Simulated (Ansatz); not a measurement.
# Au (Fm-3m) in Ansatz: further runs, part 2 of 2

Ansatz 0.2.0. The steps go on from the part before.

## Step 3: Relaxation of cell and atoms, RPBE+D3(BJ)

input.yaml

```yaml
crystal:
  lattice:
    - [0.0, 2.035, 2.035]
    - [2.035, 0.0, 2.035]
    - [2.035, 2.035, 0.0]
  atoms:
    - { symbol: Au, position: [0.0, 0.0, 0.0] }
hamiltonian:
  xc: rpbe
  pseudopotentials: { kind: paw }
  dispersion: d3bj
kpoints:
  mp_grid: { grid: [11, 11, 11] }
scf:
  occupations: { method: fermi_dirac, width: 0.05 }
output:
  forces: true
  stress: true
  write_density: true
  write_potential: true
  elf: true
  volumetric_format: npy
relax:
  f_tol: 0.01
  max_steps: 40
  cell: { stress_tol: 0.05 }
```

Potentials or basis: Ansatz PAW.

The run is started by

```sh
$ ansatz run input.yaml --threads 2 --pin off --max-ram 5120MiB --backend cpu --events-out ev --progress --plain --runs-dir out
```

Wall time 2.2 s (2 threads of Intel Xeon Platinum 8488C (Sapphire Rapids), shared host); peak memory 0.35 GiB.

Results (log left out):

```yaml
Free_energy: -13167.1665 eV
Relaxed_volume: 14.98 Å³/atom
Relaxed_cell: a = 2.767 Å, b = 2.767 Å, c = 2.767 Å, α = 60.00°, β = 60.00°, γ = 60.00°
Space_group_after_relaxing_to_0.05_Å: Fm-3m (No. 225)
Energy_gained_by_relaxing: 169.8 meV/atom
Ionic_steps: 6
Pressure_after_relaxing: 0.0 GPa
Band_gap_on_the_k_mesh: none (metal or under the smearing width)
```

Step by step:
| step | energy change (eV) | largest force (eV/Å) | volume (Å³) |
| --- | --- | --- | --- |
| 1 | 0.0000 | 0.0000 | 16.85 |
| 2 | -0.1564 | 0.0000 | 14.51 |
| 3 | -0.1696 | 0.0000 | 15.11 |
| 4 | -0.1707 | 0.0000 | 14.99 |
| 5 | -0.1707 | 0.0000 | 14.98 |
| 6 | -0.1698 | 0.0000 | 14.98 |

Final structure:
```
Au
1.0
     0.00000    1.95647    1.95647
     1.95647    0.00000    1.95647
     1.95647    1.95647    0.00000
Au
1
Direct
  0.00000 0.00000 0.00000
```

Levels at points of the mesh, in eV from the Fermi level:
```tsv
k point	band 8	band 9	band 10	band 11	band 12	band 13
(0.00, 0.00, 0.00)	-5.43	-3.53	-3.53	14.25	19.00	19.00
```

Caveat: the plane-wave basis is chosen anew once the cell has moved, so the energies of steps on either side of that aren't comparable; the volume moved by -11 % from the deposited cell, more than functionals usually miss; pairwise dispersion overbinds metals, which lowers pressure and volume; the PAW data sets come from PBE, with cores solved anew for the run's functional, which leaves a small shift of forces and pressure.

## Step 4: Relaxation of cell and atoms, revPBE+D4

input.yaml, as its differences from that of step 3:

```diff
@@ -8,5 +8,5 @@
 hamiltonian:
-  xc: rpbe
+  xc: revpbe
   pseudopotentials: { kind: paw }
-  dispersion: d3bj
+  dispersion: d4
 kpoints:
```

The run is started by

```sh
$ ansatz run input.yaml --threads 2 --pin off --max-ram 5120MiB --backend cpu --events-out ev --progress --plain --runs-dir out
```

Wall time 2.2 s (2 threads of Intel Xeon Platinum 8488C (Sapphire Rapids), shared host); peak memory 0.35 GiB.

Results (log left out):

| Item | Value |
| --- | --- |
| Free energy | -13160.4898 eV |
| Relaxed volume | 17.19 Å³/atom |
| Relaxed cell | a = 2.897 Å, b = 2.897 Å, c = 2.897 Å, α = 60.00°, β = 60.00°, γ = 60.00° |
| Space group after relaxing (to 0.05 Å) | Fm-3m (No. 225) |
| Energy gained by relaxing | 3.5 meV/atom |
| Ionic steps | 4 |
| Pressure after relaxing | 0.0 GPa |
| Band gap on the k mesh | none (metal or under the smearing width) |

Step by step:
```tsv
step	energy change (eV)	largest force (eV/Å)	volume (Å³)
1	0.0000	0.0000	16.85
2	-0.0033	0.0000	17.22
3	-0.0034	0.0000	17.19
4	-0.0035	0.0000	17.19
```

Final structure:
```
CELL_PARAMETERS angstrom
0.00000 2.04838 2.04838
2.04838 0.00000 2.04838
2.04838 2.04838 0.00000
ATOMIC_POSITIONS crystal
Au 0.00000 0.00000 0.00000
```

Levels at points of the mesh, in eV from the Fermi level:
| k point | band 6 | band 7 | band 8 | band 9 | band 10 | band 11 | band 12 | band 13 | band 14 |
| --- | --- | --- | --- | --- | --- | --- | --- | --- | --- |
| (0.00, 0.00, 0.00) | -4.71 | -4.71 | -4.71 | -3.21 | -3.21 | 14.43 | 18.40 | 18.40 | 18.40 |

Caveat: the plane-wave basis is chosen anew once the cell has moved, so the energies of steps on either side of that aren't comparable; pairwise dispersion overbinds metals, which lowers pressure and volume; the PAW data sets come from PBE, with cores solved anew for the run's functional, which leaves a small shift of forces and pressure. Spin-orbit coupling is left out, which matters for the levels of Au.

## Step 5: Single point, PBE

input.yaml

```yaml
crystal:
  lattice:
    - [0.0, 2.035, 2.035]
    - [2.035, 0.0, 2.035]
    - [2.035, 2.035, 0.0]
  atoms:
    - { symbol: Au, position: [0.0, 0.0, 0.0] }
hamiltonian:
  xc: pbe
  pseudopotentials: { kind: paw }
kpoints:
  mp_grid: { grid: [11, 11, 11] }
scf:
  occupations: { method: fermi_dirac, width: 0.05 }
basis:
  ecutwfc: "800 eV"
output:
  forces: true
  stress: true
  eigenvalues: true
```

Potentials or basis: Ansatz PAW.

The run is started by

```sh
$ ansatz run input.yaml --threads 2 --pin off --max-ram 5120MiB --backend cpu --events-out ev --progress --plain --runs-dir out
```

The log of the run:

```text
Warning: RAYON_NUM_THREADS=2 ignored (pool sized by the plan → 2); use --threads N
Engine: ansatz 0.2.0, x86_64-unknown-linux-gnu
Pseudopotentials: kind: paw
Pseudopotential: Au, paw, valence charge 19, recommended cutoff 420 eV (normal), Au.paw.azcp
Functional definition: PBE
  parameter kappa = 0.804
  parameter beta = 0.06672455060314922
  exchange = pbe_x(kappa = kappa, mu = beta*pi^2/3)
  correlation = pbe_c(beta = beta)
Crystal: 1 atoms, lattice volume = 16.855 Å³
Basis set: ecut = 800 eV, 893 PW (Γ), exchange–correlation on 54×54×54 points (8 copies of the dense FFT grid, shifted against one another)
Bands: 14, of which v1, the nominal top of the filled ones, is band 10 counted from 1 (9 counted from 0)
Symmetry: 48 space group operations
Space group: Fm-3m (ITA 225), of the structure as read, at distance tolerance 2.6e-5 Å
k-points: 56 of 1331
Non-local potential: Au, projectors of the file, l = 0: 3, l = 1: 2, l = 2: 2, l = 3: 1
PAW form: soft (Blöchl's): semilocal exchange-correlation on the pseudo side does not see the compensation charge
PAW one-centre angular grid: Au, 590 points (default); XC on 64 Gauss nodes
Initial density: superposition of atomic densities (neutral atoms: chi_scale 0, normalization atom), corrected by the library's trained network
Initial wavefunctions: pseudopotential atomic-orbital guess
Functional: x = pbe(κ = 0.804, μ = 0.2195149727645171), c = pbe(β = 0.06672455060314922)
SCF iter   1: F=—  HF=-13149.303124 eV  |F-HF|=—  |Δ(HF+E_count)|=         —  Δρ=1.72e-3  dr2=1.31e-4  ethr=1.77e-3  ⟨swp⟩=4.8  Hψ=4032  notcnv=0
preconditioner: auto → none  [insulator: Δε(μ)=0.246 eV  Ē_g=16.168 eV  σ=0.050 eV  W_gap=0.83  n_scr=8 (ndim 8)  ℏωp=30.0 eV  f_vac=0.000  D(μ)=0.14/eV (n_scr^D=0)  ε∞_Penn≈4.4]
SCF iter   2: F=—  HF=-13149.303451 eV  |F-HF|=—  |Δ(HF+E_count)|=   3.28e-4  Δρ=8.81e-4  dr2=2.91e-5  ethr=6.90e-7  ⟨swp⟩=2.9  Hψ=1770  notcnv=0
SCF iter   3: F=—  HF=-13149.303514 eV  |F-HF|=—  |Δ(HF+E_count)|=   6.27e-5  Δρ=2.57e-4  dr2=8.94e-6  ethr=1.53e-7  ⟨swp⟩=2.0  Hψ=1102  notcnv=0
iter 4 did not close the SCF: its close was put off for the readings that it lacked (scf_convergence_deferred on its scf_iter line)
SCF iter   4: F=-13149.303513 eV  HF=-13149.303513 eV  |F-HF|=9.61e-8  |Δ(HF+E_count)|=   1.43e-6  Δρ=3.82e-5  dr2=6.29e-8  ethr=4.71e-8  ⟨swp⟩=2.1  Hψ=1051  notcnv=0
iter 5 did not close the SCF: its close was put off for the readings that it lacked (scf_convergence_deferred on its scf_iter line)
SCF iter   5: F=-13149.303513 eV  HF=-13149.303513 eV  |F-HF|=9.77e-10  |Δ(HF+E_count)|=   1.19e-7  Δρ=6.88e-6  dr2=5.37e-9  ethr=3.31e-10  ⟨swp⟩=2.0  Hψ=1307  notcnv=0
SCF iter   6: F=-13149.303513 eV  HF=-13149.303513 eV  |F-HF|=7.09e-11  |Δ(HF+E_count)|=   1.10e-9  Δρ=1.26e-6  dr2=2.03e-10  ethr=2.82e-11  ⟨swp⟩=2.6  Hψ=2545  notcnv=0
SCF 1 converged in 6 iterations: F = -13149.303513 eV  dr2 = 2.03e-10
SCF converged after 6 iterations
Free energy (F): -13149.303513 eV
Harris-Foulkes:  -13149.303513 eV  (|F-HF|=7.09e-11)
Internal energy: -13149.302116 eV  (E = F + TS)
E sigma→0 (E₀):  -13149.302815 eV
Entropy (-TS):   -0.001396 eV (-1.396 meV/atom)
Fermi energy:    20.980689 eV
--- Per-component energies (eV) ---
  E_band       = -201.714377
  E_kinetic    = 605.555363
  E_local      = -1687.790240  (includes V_loc(G=0)·N_el)
  E_nonlocal   = 74.121451
  E_hartree    = 721.799200
  E_xc         = -228.382911
  E_vxc        = -275.756790  (∫ρ·V_xc dr)
  E_paw        = -9706.673718  (= ΣΔE_a)
  E_vpaw       = -361.443230  (= ΣTr[D̂ρ^β])
  E_aug_tail   = -0.000030  (compensation charges beyond the density's cutoff)
  E_ewald      = -2927.931232
  E_smearing   = -0.001396  (= −TS)
  E_closure    = -0.000000  (closes the sum)
  Σ components = -13149.303513   (vs F -13149.303513, Δ=0.00e0)
--- Forces (eV/Å), atoms counted from 1 ---
  atom   1  Au     0.00000000     0.00000000     0.00000000
  max |Σ_I F_I| component: 6.57e-32 eV/Å
--- Stress (GPa, compression-positive) ---
       10.782481      -0.000000       0.000000
        0.000000      10.782481      -0.000000
        0.000000      -0.000000      10.782481
  P = ⅓ Tr σ = 10.7825 GPa (107.825 kbar)
--- Band table (eV; the first three rows and the last of 56) ---
  k-point 0: bands = ["-84.5360", "-35.8828", "-35.8828", "-35.8828", "10.9670", "16.2016", "16.2016", "16.2016", "17.7505", "17.7505", "35.4086", "39.4671", "39.4671", "39.4671"]
  k-point 1: bands = ["-84.5350", "-35.9012", "-35.8856", "-35.8856", "11.2567", "16.1099", "16.2985", "16.2985", "17.7094", "17.7094", "35.7328", "37.8629", "39.8137", "39.8137"]
  k-point 2: bands = ["-84.5323", "-35.9503", "-35.8930", "-35.8930", "12.0507", "15.9605", "16.4734", "16.4734", "17.7130", "17.7130", "34.7167", "36.5707", "40.6672", "40.6672"]
  k-point 55: bands = ["-84.5194", "-36.0432", "-36.0309", "-35.9674", "14.8934", "15.4317", "16.0195", "17.6388", "19.2087", "25.2312", "26.9162", "27.9081", "31.0937", "42.1484"]
```

Wall time 0.72 s (2 threads of Intel Xeon Platinum 8488C (Sapphire Rapids), shared host); peak memory 0.36 GiB.

Results:

- Free energy: -13149.3035 eV
- Pressure: 10.8 GPa
- Band gap on the k mesh: none (metal or under the smearing width)

Levels at points of the mesh, in eV from the Fermi level:
| k point | band 8 | band 9 | band 10 | band 11 | band 12 | band 13 |
| --- | --- | --- | --- | --- | --- | --- |
| (0.00, 0.00, 0.00) | -4.78 | -3.23 | -3.23 | 14.43 | 18.49 | 18.49 |

## Step 6: The runs side by side

```tsv
task	level	cell	cutoff (eV)	gap on the mesh (eV)	pressure (GPa)	relaxed volume (Å³/atom)
relaxation of cell and atoms	PBEsol+D4	relaxed	420	-	0.0	16.69
relaxation of cell and atoms	RPBE+D3(BJ)	relaxed	420	none	0.0	14.98
relaxation of cell and atoms	revPBE+D4	relaxed	420	none	0.0	17.19
single point	PBE	as given	800	none	10.8	-
```

Alike in all rows: potentials or basis Ansatz PAW; no spin polarisation; k mesh 11 × 11 × 11; smearing fermi-dirac 0.05 eV.

Caveats: the plane-wave basis is chosen anew once the cell has moved, so the energies of steps on either side of that aren't comparable (some runs); the PAW data sets come from PBE, with cores solved anew for the run's functional, which leaves a small shift of forces and pressure (some runs); pairwise dispersion overbinds metals, which lowers pressure and volume (some runs); the volume moved by -11 % from the deposited cell, more than functionals usually miss (some runs).

Absolute energies hang on the potentials; compare differences alone.
